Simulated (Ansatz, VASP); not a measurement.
**F: VASP beside Ansatz**

One calculation is typed for both programs; each brings its own data sets. How far apart do they land? The cell is taken from a series of runs on this material, whose earlier steps may have relaxed, scaled, displaced or heated it; both programs get it as it stands.

Program: Ansatz 0.2.0. Level of theory: plane waves, with VASP 6.6.1 beside it; dielectric response at LDA. Results are calculated unless marked as measured.

## 1. Set-up

Symmetry: C2/m, No. 12, monoclinic system. The conventional cell has a = 5.301 Å, b = 3.035 Å, c = 7.047 Å, α = 90.00°, β = 107.37°, γ = 90.00°. F has 1 F at 1.41 Å nearest. Nearest to F lie 1 F at 1.41 Å.

Structure file:

```cif
data_structure
_symmetry_space_group_name_H-M 'P 1'
_symmetry_Int_Tables_number 1
_cell_length_a 3.0541
_cell_length_b 3.0541
_cell_length_c 7.0473
_cell_angle_alpha 105.012
_cell_angle_beta 105.012
_cell_angle_gamma 59.579
_cell_volume 54.10
loop_
_atom_site_label
_atom_site_type_symbol
_atom_site_fract_x
_atom_site_fract_y
_atom_site_fract_z
_atom_site_occupancy
F1 F 0.50450 0.50450 0.40085 1
F2 F 0.08536 0.08536 0.09860 1
F3 F 0.49550 0.49550 0.59915 1
F4 F 0.91464 0.91464 0.90140 1
```

## 2. VASP: dielectric response, LDA

The response to a field tests empty states and converges slowly with the mesh.

Lines of VASP's logs that name or quote its potential files are left out, and so is its time.

Contents of INCAR:

```
SYSTEM = F
PREC = Accurate
ENCUT = 520
EDIFF = 1E-08
NELM = 120
ISMEAR = 0
SIGMA = 0.01
LREAL = .FALSE.
ALGO = Normal
GGA = PW92
NBANDS = 20
LORBIT = 11
LWAVE = .FALSE.
LCHARG = .FALSE.
ISIF = 2
LEPSILON = .TRUE.
LASPH = .TRUE.
GGA_COMPAT = .FALSE.
KPAR = 2
```

Contents of POSCAR:

```
F
1.0
    2.6504942725     -1.5173207734      0.0000000000
    2.6504942725      1.5173207734      0.0000000000
   -2.1034238926      0.0000000000      6.7261075073
F
4
Direct
    0.5044951300      0.5044951300      0.4008501100
    0.0853581600      0.0853581600      0.0986032600
    0.4955048700      0.4955048700      0.5991498900
    0.9146418400      0.9146418400      0.9013967400
```

Contents of KPOINTS:

```
Automatic mesh
0
Gamma
8 8 4
0 0 0
```

Potentials, in the order of the species: F (LDA family, release 64).

Started as:

```console
$ mpirun -np 2 vasp_std
```

Numbers of over 12 decimals in the logs are rounded to 6 here.

The program printed:

```text
[banner, memory and clock lines left out]
running    2 mpi-ranks, on    1 nodes
 distrk:  each k-point on    1 cores,    2 groups
 distr:  one band on    1 cores,    1 groups

 POSCAR found type information on POSCAR F
 POSCAR found :  1 types and       4 ions
|                                                                             |
|               ----> ADVICE to this user running VASP <----                  |
|                                                                             |
|     You enforced a specific xc type in the INCAR file but a different       |
|     [... a line on the potential file left out ...]
|     I HOPE YOU KNOW WHAT YOU ARE DOING!                                     |
|                                                                             |

 LDA part: xc-table for (Slater(with rela. corr.)+PW92), standard interpolation
 POSCAR, INCAR and KPOINTS ok, starting setup
 FFT: planning ... GRIDC
 FFT: planning ... GRID_SOFT
 FFT: planning ... GRID
 WAVECAR not read
 entering main loop
       N       E                     dE             d eps       ncg     rms          rms(c)
DAV:   1     0.169342709828E+03    0.16934E+03   -0.16407E+04  3160   0.133E+03
DAV:   2    -0.312073357780E+01   -0.17246E+03   -0.16779E+03  4280   0.307E+02
DAV:   3    -0.104463236642E+02   -0.73256E+01   -0.72936E+01  3592   0.616E+01
DAV:   4    -0.104883839507E+02   -0.42060E-01   -0.42057E-01  3344   0.545E+00
DAV:   5    -0.104886011963E+02   -0.21725E-03   -0.21724E-03  3536   0.382E-01    0.110E+01
DAV:   6    -0.914958395999E+01    0.13390E+01   -0.47234E-01  3296   0.757E+00    0.619E+00
DAV:   7    -0.863729756927E+01    0.51229E+00   -0.65977E-01  3268   0.833E+00    0.686E-01
DAV:   8    -0.863406720656E+01    0.32304E-02   -0.82108E-02  3360   0.225E+00    0.112E-01
DAV:   9    -0.863398171880E+01    0.85488E-04   -0.10386E-03  3476   0.273E-01    0.601E-02
DAV:  10    -0.863396143480E+01    0.20284E-04   -0.15565E-04  3460   0.115E-01    0.227E-02
DAV:  11    -0.863395820387E+01    0.32309E-05   -0.18038E-05  3620   0.512E-02    0.535E-03
DAV:  12    -0.863395793929E+01    0.26458E-06   -0.15230E-06  3260   0.117E-02    0.200E-03
DAV:  13    -0.863395792409E+01    0.15204E-07   -0.14490E-07  3616   0.322E-03    0.139E-03
DAV:  14    -0.863395790386E+01    0.20225E-07   -0.18492E-08  2956   0.213E-03    0.575E-04
DAV:  15    -0.863395789898E+01    0.48881E-08   -0.34539E-08  3036   0.301E-03
   1 F= -.86339579E+01 E0= -.86339579E+01  d E =-.109735E-21
 Linear response reoptimize wavefunctions to high precision
DAV:   1    -0.863395789883E+01    0.14779E-09   -0.79394E-09  3216   0.832E-04
DAV:   2    -0.863395789884E+01   -0.14097E-10   -0.90333E-11  1780   0.894E-05
 Linear response G [H, r] |phi>, progress :
  Direction:   1
       N       E                     dE             d eps       ncg     rms
RMM:   1    -0.100089740174E+03   -0.10009E+03    0.78134E+01  6338   0.986E+01
RMM:   2    -0.981797044957E+02    0.19100E+01   -0.29054E+00  4997   0.135E+01
RMM:   3    -0.981874690969E+02   -0.77646E-02   -0.16968E-02  5231   0.966E-01
RMM:   4    -0.981875682200E+02   -0.99123E-04   -0.15402E-04  5404   0.727E-02
RMM:   5    -0.981875695106E+02   -0.12906E-05   -0.29686E-06  5422   0.806E-03
RMM:   6    -0.981875696142E+02   -0.10362E-06   -0.88074E-07  4971   0.106E-03
RMM:   7    -0.981875696554E+02   -0.41204E-07    0.77483E-07  3464   0.377E-04
RMM:   8    -0.981875695485E+02    0.10698E-06   -0.43350E-06  2587   0.307E-04
RMM:   9    -0.981875695902E+02   -0.41745E-07   -0.20017E-05  2431   0.305E-04
RMM:  10    -0.981875696135E+02   -0.23320E-07   -0.10659E-05  2320   0.304E-04
RMM:  11    -0.981875695468E+02    0.66734E-07   -0.84463E-06  2166   0.304E-04
 Linear response G [H, r] |phi>, progress :
  Direction:   2
       N       E                     dE             d eps       ncg     rms
RMM:   1    -0.986113324967E+02   -0.98611E+02    0.92324E+01  5512   0.972E+01
RMM:   2    -0.988293778399E+02   -0.21805E+00   -0.18956E+00  4827   0.991E+00
RMM:   3    -0.988376047359E+02   -0.82269E-02   -0.15632E-02  5046   0.835E-01
RMM:   4    -0.988377622668E+02   -0.15753E-03   -0.48356E-04  5320   0.128E-01
RMM:   5    -0.988377648829E+02   -0.26162E-05   -0.48723E-06  5348   0.982E-03
RMM:   6    -0.988377647721E+02    0.11085E-06   -0.12591E-07  4557   0.121E-03
RMM:   7    -0.988377648124E+02   -0.40296E-07    0.12940E-05  3349   0.417E-04
RMM:   8    -0.988377648455E+02   -0.33070E-07    0.89443E-06  2470   0.340E-04
RMM:   9    -0.988377647934E+02    0.52063E-07    0.12177E-05  2240   0.337E-04
RMM:  10    -0.988377648095E+02   -0.16064E-07    0.10068E-05  2096   0.337E-04
RMM:  11    -0.988377648118E+02   -0.23925E-08    0.10828E-05  2050   0.337E-04
 Linear response G [H, r] |phi>, progress :
  Direction:   3
       N       E                     dE             d eps       ncg     rms
RMM:   1    -0.978236568531E+02   -0.97824E+02    0.10696E+02  8101   0.979E+01
RMM:   2    -0.939440546168E+02    0.38796E+01   -0.51168E+00  4771   0.184E+01
RMM:   3    -0.939727342179E+02   -0.28680E-01   -0.81660E-02  5255   0.215E+00
RMM:   4    -0.939733354546E+02   -0.60124E-03   -0.51302E-04  5285   0.157E-01
RMM:   5    -0.939733374880E+02   -0.20333E-05   -0.71085E-06  5362   0.153E-02
RMM:   6    -0.939733376757E+02   -0.18769E-06   -0.18581E-06  5168   0.182E-03
[...]
RMM:  10    -0.939733375908E+02   -0.61432E-08    0.37647E-06  2266   0.282E-04
RMM:  11    -0.939733379095E+02   -0.31865E-06    0.88572E-06  2036   0.282E-04
 Linear response to external field (no local field effect), progress :
  Direction:   1
       N       E                     dE             d eps       ncg     rms          rms(c)
RMM:   1    -0.132764509585E+00   -0.13276E+00   -0.35878E-01  6592   0.235E+00
RMM:   2    -0.147452693011E+00   -0.14688E-01   -0.32462E-03  5013   0.405E-01
RMM:   3    -0.147464558337E+00   -0.11865E-04   -0.19373E-05  5230   0.270E-02
RMM:   4    -0.147464749928E+00   -0.19159E-06   -0.17072E-07  5231   0.242E-03
RMM:   5    -0.147464752754E+00   -0.28263E-08   -0.22360E-09  4128   0.237E-04
 change of polarisation eV/A/(eV/A) component  1 :     0.295     0.020     0.030
 dielectric tensor                  component  1 :     1.986     0.066     0.101
 Linear response to external field (no local field effect), progress :
  Direction:   2
       N       E                     dE             d eps       ncg     rms          rms(c)
RMM:   1    -0.100146169768E+00   -0.10015E+00   -0.17318E-01  6144   0.188E+00
RMM:   2    -0.109406062348E+00   -0.92599E-02   -0.14140E-03  4985   0.271E-01
RMM:   3    -0.109410390976E+00   -0.43286E-05   -0.76563E-06  5156   0.164E-02
RMM:   4    -0.109410476345E+00   -0.85369E-07   -0.91169E-08  5128   0.157E-03
RMM:   5    -0.109410477824E+00   -0.14790E-08   -0.13340E-09  3492   0.154E-04
 change of polarisation eV/A/(eV/A) component  2 :     0.020     0.219     0.020
 dielectric tensor                  component  2 :     0.066     1.732     0.068
 Linear response to external field (no local field effect), progress :
  Direction:   3
       N       E                     dE             d eps       ncg     rms          rms(c)
RMM:   1    -0.373997127833E+00   -0.37400E+00   -0.19074E+00  6839   0.355E+00
RMM:   2    -0.377937733573E+00   -0.39406E-02   -0.10872E-02  4991   0.609E-01
RMM:   3    -0.377941236234E+00   -0.35027E-05   -0.53528E-05  5245   0.419E-02
RMM:   4    -0.377941763654E+00   -0.52742E-06   -0.45206E-07  5237   0.343E-03
RMM:   5    -0.377941770346E+00   -0.66918E-08   -0.94956E-09  4153   0.374E-04
 change of polarisation eV/A/(eV/A) component  3 :     0.030     0.020     0.756
 dielectric tensor                  component  3 :     0.101     0.068     3.528
 Linear response to external field, progress :
  Direction:   1
       N       E                     dE             d eps       ncg     rms          rms(c)
RMM:   1    -0.132764509585E+00   -0.13276E+00   -0.35878E-01  6592   0.235E+00
RMM:   2    -0.147452674546E+00   -0.14688E-01   -0.32462E-03  5013   0.405E-01    0.115E+00
RMM:   3    -0.134066677139E+00    0.13386E-01   -0.65117E-02  5303   0.171E+00    0.853E-01
RMM:   4    -0.125647414509E+00    0.84193E-02   -0.14370E-02  5054   0.846E-01    0.232E-01
RMM:   5    -0.128987048049E+00   -0.33396E-02   -0.38013E-03  5250   0.452E-01    0.524E-02
RMM:   6    -0.129036362038E+00   -0.49314E-04   -0.17808E-04  5331   0.979E-02    0.264E-02
RMM:   7    -0.129351726808E+00   -0.31536E-03   -0.20841E-05  5210   0.342E-02    0.584E-03
RMM:   8    -0.129416337102E+00   -0.64610E-04   -0.17041E-06  5387   0.896E-03    0.388E-03
RMM:   9    -0.129424052851E+00   -0.77157E-05   -0.43301E-07  5351   0.441E-03    0.524E-04
RMM:  10    -0.129417751296E+00    0.63016E-05   -0.18813E-08  5384   0.932E-04    0.196E-04
RMM:  11    -0.129417315913E+00    0.43538E-06   -0.15203E-09  5200   0.286E-04    0.574E-05
RMM:  12    -0.129416595905E+00    0.72001E-06   -0.10416E-09  3140   0.690E-05    0.165E-05
RMM:  13    -0.129416315272E+00    0.28063E-06    0.10810E-09  2709   0.641E-05    0.338E-06
 change of polarisation eV/A/(eV/A) component  1 :     0.244     0.020     0.028
 dielectric tensor                  component  1 :     1.815     0.066     0.094
 Linear response to external field, progress :
  Direction:   2
       N       E                     dE             d eps       ncg     rms          rms(c)
RMM:   1    -0.100146169768E+00   -0.10015E+00   -0.17318E-01  6144   0.188E+00
RMM:   2    -0.109406067807E+00   -0.92599E-02   -0.14140E-03  4985   0.271E-01    0.473E-01
RMM:   3    -0.106279642805E+00    0.31264E-02   -0.14795E-03  4384   0.326E-01    0.282E-01
RMM:   4    -0.109449092896E+00   -0.31695E-02   -0.28435E-03  4502   0.440E-01    0.434E-02
RMM:   5    -0.110182891230E+00   -0.73380E-03   -0.56484E-05  4951   0.636E-02    0.104E-02
RMM:   6    -0.110381537945E+00   -0.19865E-03   -0.19639E-06  4773   0.124E-02    0.147E-03
RMM:   7    -0.110421195338E+00   -0.39657E-04   -0.14029E-07  5246   0.310E-03    0.341E-04
RMM:   8    -0.110427443718E+00   -0.62484E-05   -0.69792E-09  4802   0.624E-04    0.927E-05
RMM:   9    -0.110426439650E+00    0.10041E-05   -0.60434E-10  4209   0.162E-04    0.212E-05
RMM:  10    -0.110426508138E+00   -0.68488E-07   -0.21479E-10  1960   0.472E-05    0.556E-06
 change of polarisation eV/A/(eV/A) component  2 :     0.020     0.207     0.020
 dielectric tensor                  component  2 :     0.066     1.693     0.068
 Linear response to external field, progress :
  Direction:   3
       N       E                     dE             d eps       ncg     rms          rms(c)
RMM:   1    -0.373997127833E+00   -0.37400E+00   -0.19074E+00  6839   0.355E+00
RMM:   2    -0.377937733006E+00   -0.39406E-02   -0.10872E-02  4991   0.609E-01    0.265E+00
RMM:   3    -0.311054937774E+00    0.66883E-01   -0.31315E-01  5197   0.380E+00    0.153E+00
RMM:   4    -0.277129418577E+00    0.33926E-01   -0.20732E-02  4770   0.173E+00    0.417E-01
RMM:   5    -0.287805634530E+00   -0.10676E-01   -0.10757E-02  5300   0.797E-01    0.857E-02
RMM:   6    -0.286815612282E+00    0.99002E-03   -0.63232E-04  5336   0.187E-01    0.581E-02
RMM:   7    -0.287688185251E+00   -0.87257E-03   -0.85292E-05  5281   0.807E-02    0.809E-03
RMM:   8    -0.287826700660E+00   -0.13852E-03   -0.62417E-06  5363   0.170E-02    0.383E-03
RMM:   9    -0.287861292511E+00   -0.34592E-04   -0.31575E-07  5267   0.367E-03    0.105E-03
RMM:  10    -0.287847337317E+00    0.13955E-04   -0.25341E-08  5381   0.133E-03    0.297E-04
RMM:  11    -0.287845564499E+00    0.17728E-05   -0.30692E-09  5276   0.359E-04    0.529E-05
RMM:  12    -0.287845338880E+00    0.22562E-06   -0.62229E-09  3492   0.803E-05    0.940E-06
 change of polarisation eV/A/(eV/A) component  3 :     0.028     0.020     0.539
 dielectric tensor                  component  3 :     0.094     0.068     2.802
 Born effective charges drift removed
```

Parts of OUTCAR (step 2):

```text
ion  position               nearest neighbor table
   1  0.504  0.504  0.401-   3 1.41
   2  0.085  0.085  0.099-   4 1.41
   3  0.496  0.496  0.599-   1 1.41
   4  0.915  0.915  0.901-   2 1.41

  LATTYP: Found a base centered monoclinic cell.
 ALAT       =     5.3009885450
 B/A-ratio  =     0.5724671014
 C/A-ratio  =     1.3294376665
 COS(beta)  =    -0.2984708742

 Subroutine GETGRP returns: Found  4 space group operations
 (whereof  4 operations were pure point group operations)

The static configuration has the point symmetry C_2h.

 Found     78 irreducible k-points:

   k-points           NKPTS =     78   k-points in BZ     NKDIM =     78   number of bands    NBANDS=     20

   dimension x,y,z NGX =    24 NGY =   24 NGZ =   54
   dimension x,y,z NGXF=    48 NGYF=   48 NGZF=  108

   ENCUT  =  520.0 eV  38.22 Ry    6.18 a.u.   5.68  5.68 13.10*2*pi/ulx,y,z

   NELECT =      28.0000    total number of electrons

 k-points in reciprocal lattice and weights: Automatic mesh
   0.00000000  0.00000000  0.00000000       0.004
   0.12500000  0.00000000 -0.00000000       0.016
   0.25000000  0.00000000 -0.00000000       0.016
   0.37500000  0.00000000  0.00000000       0.016
   0.50000000  0.00000000 -0.00000000       0.008
   0.12500000  0.12500000 -0.00000000       0.008
   0.25000000  0.12500000  0.00000000       0.016
   0.37500000  0.12500000 -0.00000000       0.016
   0.50000000  0.12500000 -0.00000000       0.016
[...]
-0.37500000  0.37500000  0.50000000       0.008
   0.50000000  0.50000000  0.50000000       0.004

 average (electrostatic) potential at core
       1 -83.1205       2 -83.0347       3 -83.1205       4 -83.0347

  Total       -0.7348627     -0.5867196     -1.4024901      0.0000000      0.0000000     -0.0753486
  in kB      -21.7629978    -17.3757326    -41.5348185      0.0000000      0.0000000     -2.2314526
  external PRESSURE =     -26.8911829 kB  Pullay stress =       0.0000000 kB

  energy-cutoff  :      520.00
  volume of cell :       54.10
      direct lattice vectors                 reciprocal lattice vectors
     2.650494273 -1.517320773  0.000000000     0.188644060 -0.329528211  0.058993768
     2.650494273  1.517320773  0.000000000     0.188644060  0.329528211  0.058993768
    -2.103423893  0.000000000  6.726107507     0.000000000  0.000000000  0.148674400

 POSITION                                       TOTAL-FORCE (eV/Angst)
 -----------------------------------------------------------------------------------
      1.83117      0.00000      2.69616        -0.079375      0.000000      0.161016
      0.24508      0.00000      0.66322        -0.052196      0.000000     -0.146544
      1.36640      0.00000      4.02995         0.079375      0.000000     -0.161016
      2.95249      0.00000      6.06289         0.052196      0.000000      0.146544
 -----------------------------------------------------------------------------------
    total drift:                               -0.000000     -0.000000      0.000000

 MACROSCOPIC STATIC DIELECTRIC TENSOR (including local field effects in DFT)
 ------------------------------------------------------
           1.815276     0.000000     0.094206
           0.000000     1.693051     0.000000
           0.094206     0.000000     2.802251
 ------------------------------------------------------

 PIEZOELECTRIC TENSOR (including local field effects)  for field in x, y, z        (C/m^2)
          XX          YY          ZZ          XY          YZ          ZX
  --------------------------------------------------------------------------------
  x     0.00000     0.00000     0.00000     0.00000     0.00000     0.00000
  y     0.00000     0.00000     0.00000     0.00000     0.00000     0.00000
  z     0.00000     0.00000     0.00000     0.00000     0.00000     0.00000

 BORN EFFECTIVE CHARGES (including local field effects) (in |e|, cummulative output)
 ---------------------------------------------------------------------------------
 ion    1
    1    -0.02302     0.00000    -0.05328
    2     0.00000     0.02962     0.00000
    3    -0.07497     0.00000    -0.02413
 ion    2
    1     0.02302     0.00000     0.05328
    2     0.00000    -0.02962     0.00000
    3     0.07497     0.00000     0.02413
 ion    3
    1    -0.02302     0.00000    -0.05328
    2     0.00000     0.02962     0.00000
    3    -0.07497     0.00000    -0.02413
 ion    4
    1     0.02302     0.00000     0.05328
    2     0.00000    -0.02962     0.00000
    3     0.07497     0.00000     0.02413
```

The dielectric response converges more slowly with the mesh than energies do, so tensor and charges may still move on a finer one.

(Part 1 of 2 ends here.)

[Lines on the potential files, build, host, timing and source positions are cut from VASP's logs without a mark.]

[Logs are printed without paths, hosts, clocks, repeated set-up lines and the standing remarks that a program may print on its own settings, such as how far it seeks lower states.]

[Hosts, paths, dates, database ids (printed as entryN), source tags and the programs' standing remarks are cut or masked in the printed files.]
